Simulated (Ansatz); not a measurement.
# LuGa15As16: the cost of one run

All numbers below are computed with Ansatz 0.2.0 (DFT PBE, scalar-relativistic, plane waves, PAW).

1 further run of the same task is left out (set aside as unsound or not needed).

### Step 1. The structure to begin with

The cell holds 32 atoms (As16Ga15Lu): a = 9.952 Å, b = 9.952 Å, c = 9.952 Å, α = 109.47°, β = 109.47°, γ = 109.47°.

The coordinates of this cell stand in the input of its own run.

The host was relaxed before at PBE: a = 5.746 Å, b = 5.746 Å, c = 5.746 Å, α = 90.00°, β = 90.00°, γ = 90.00° (conventional cell), 23.714 Å³/atom.

Places, in fractions of the supercell: Lu in place of Ga at (0.250, 0.500, 0.250). The start keeps the symmetry of the ideal site.

Earlier runs gave the host's free energy in this supercell, -138237.745 eV.

### Step 2. Charge 0, atoms relaxed

input.yaml

```yaml
crystal:
  lattice:
    - [-5.7459815546, -5.7459815546, 5.7459815546]
    - [5.7459815546, 5.7459815546, 5.7459815546]
    - [-5.7459815546, 5.7459815546, -5.7459815546]
  atoms:
    - { symbol: Lu, position: [0.25, 0.5, 0.25] }
    - { symbol: Ga, position: [0.5, 0.5, 0.0] }
    - { symbol: Ga, position: [0.25, 0.75, 0.0] }
    - { symbol: Ga, position: [0.75, 0.5, 0.75] }
    - { symbol: Ga, position: [0.5, 0.75, 0.75] }
    - { symbol: Ga, position: [0.25, 0.0, 0.75] }
    - { symbol: Ga, position: [0.0, 0.5, 0.5] }
    - { symbol: Ga, position: [0.75, 0.75, 0.5] }
    - { symbol: Ga, position: [0.5, 0.0, 0.5] }
    - { symbol: Ga, position: [0.25, 0.25, 0.5] }
    - { symbol: Ga, position: [0.0, 0.75, 0.25] }
    - { symbol: Ga, position: [0.75, 0.0, 0.25] }
    - { symbol: Ga, position: [0.5, 0.25, 0.25] }
    - { symbol: Ga, position: [0.0, 0.0, 0.0] }
    - { symbol: Ga, position: [0.75, 0.25, 0.0] }
    - { symbol: Ga, position: [0.0, 0.25, 0.75] }
    - { symbol: As, position: [0.0, 0.25, 0.0] }
    - { symbol: As, position: [0.25, 0.25, 0.75] }
    - { symbol: As, position: [0.0, 0.5, 0.75] }
    - { symbol: As, position: [0.5, 0.25, 0.5] }
    - { symbol: As, position: [0.25, 0.5, 0.5] }
    - { symbol: As, position: [0.0, 0.75, 0.5] }
    - { symbol: As, position: [0.75, 0.25, 0.25] }
    - { symbol: As, position: [0.5, 0.5, 0.25] }
    - { symbol: As, position: [0.25, 0.75, 0.25] }
    - { symbol: As, position: [0.0, 0.0, 0.25] }
    - { symbol: As, position: [0.75, 0.5, 0.0] }
    - { symbol: As, position: [0.5, 0.75, 0.0] }
    - { symbol: As, position: [0.25, 0.0, 0.0] }
    - { symbol: As, position: [0.75, 0.75, 0.75] }
    - { symbol: As, position: [0.5, 0.0, 0.75] }
    - { symbol: As, position: [0.75, 0.0, 0.5] }
basis:
  ecutwfc: 420
  xc_grid: 2
kpoints:
  mp_grid: { grid: [3, 3, 3], shift: [0.0, 0.0, 0.0] }
hamiltonian:
  xc: pbe
scf:
  occupations: { method: gaussian, width: 0.05 }
output:
  forces: true
  stress: false
  eigenvalues: true
  write_density: true
  write_potential: true
  elf: true
  volumetric_format: npy
relax:
  adjacent_minimum: "off"
  f_tol: 0.03
  max_steps: 40
```

The run is started by

```console
$ ansatz run input.yaml --threads 8 --pin off --max-ram 16384MiB --backend cpu --events-out ev --progress --plain --runs-dir out
```

Q: Estimate wall time and peak memory on 8 threads of Arm Neoverse V2, shared host.

About 66 s, with a peak of 3.9 GiB.
